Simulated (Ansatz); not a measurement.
# TiO₂: all-electron results

```yaml
crystal:
  lattice:
    - [4.59400, 0.00000, 0.00000]
    - [0.00000, 4.59400, 0.00000]
    - [0.00000, 0.00000, 2.95900]
  atoms:
    - { symbol: Ti, position: [0.00000, 0.00000, 0.00000] }
    - { symbol: Ti, position: [0.50000, 0.50000, 0.50000] }
    - { symbol: O, position: [0.30600, 0.30600, 0.00000] }
    - { symbol: O, position: [0.19400, 0.80600, 0.50000] }
    - { symbol: O, position: [0.69400, 0.69400, 0.00000] }
    - { symbol: O, position: [0.80600, 0.19400, 0.50000] }
```

Atoms are numbered in the order listed.

The geometry is COD entry 9007432, unchecked; take it as a test cell.

All numbers are computed: DFT, PBE, all-electron LAPW, scalar-relativistic (Ansatz 0.2.0); DFT, PBE, PAW with Ansatz's default frozen-core files, scalar-relativistic (Ansatz 0.2.0).

For LAPW: a Γ-centred 7×7×10 k mesh, Fermi–Dirac smearing of 0.05 eV, basis error target 0.5 meV/atom, no spin polarisation. PAW takes a cutoff of 420 eV at this cell. The Ansatz runs share mesh, smearing and spin set-up. Values come from LAPW unless marked.

* Pressure at this cell: 5.40 GPa
* Band gap: 1.93 eV, direct at Γ
* Stress xx, yy, zz (compression positive): 5.69, 5.69, 4.83 GPa
* Largest force: 0.233 eV/Å on O3
* Löwdin charges (with 0.14 e of the cell spilling out of the atomic basis, so their sizes and signs hang on that basis): Ti1 1.40, O3 -0.66 e
* Bader charges (from the PAW run): Ti1 +2.28, O3 -1.14 e
* Volume per atom: 10.41 Å³
